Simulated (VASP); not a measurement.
Write the native input for VASP 6.6.1 that does the following.

```
Task                   : relaxation of cell and atoms
Functional             : PBEsol
Potentials or basis    : VASP PAW PBE potentials, release 64 (Co)
Cutoff                 : 600 eV
k mesh                 : 21 × 21 × 10
Occupations            : gaussian, width 0.1 eV
Spin                   : no spin polarisation
Further INCAR settings : ALGO = Fast; EDIFF = 1e-07; IBRION = 2; EDIFFG = -0.005; NSW = 90; ISIF = 3
```

The structure of Co lies in POSCAR:

```
Co
1.0
    2.5070000000      0.0000000000      0.0000000000
   -1.2535000000      2.1711256900      0.0000000000
    0.0000000000      0.0000000000      4.0700000000
Co
2
Direct
    0.3333333300      0.6666666700      0.2500000000
    0.6666666700      0.3333333300      0.7500000000
```

The input as run:

INCAR

```
  ALGO = Fast
  EDIFF = 1E-7
  EDIFFG = -0.005
  ENCUT = 600
  GGA = PS
  IBRION = 2
  ISIF = 3
  ISMEAR = 0
  LASPH = True
  LCHARG = False
  LREAL = False
  LWAVE = False
  NELM = 150
  NSW = 90
  PREC = Accurate
  SIGMA = 0.1
```

KPOINTS

```
k-points
0
Gamma
  21 21 10
```

Potentials or basis: VASP PAW PBE potentials, release 64 (Co).

Run with:

```console
$ cat potpaw_PBE.64/Co/POTCAR > POTCAR
$ mpirun -np 1 vasp_std > vasp.out
```

Results of the run:

The relaxed volume is 9.86 Å³/atom. The relaxed cell is a = 2.417 Å, b = 2.417 Å, c = 3.898 Å, α = 90.00°, β = 90.00°, γ = 120.00°. The space group after relaxing (to 0.05 Å) is P6_3/mmc (No. 194), the energy gained by relaxing is 107.2 meV/atom and the ionic steps are 11. The pressure after relaxing is 0.0 GPa and the band gap on the k mesh is none (metal or under the smearing width).

Caveat: the PAW data sets were made with another functional, which shifts forces and pressure a little; the run has no spin polarisation, though such a crystal can be magnetic.

Wall time 4.7 min on 1 thread of Intel(R) Xeon(R) 6975P-C (Granite Rapids), on a shared host, peak memory 0.23 GiB.
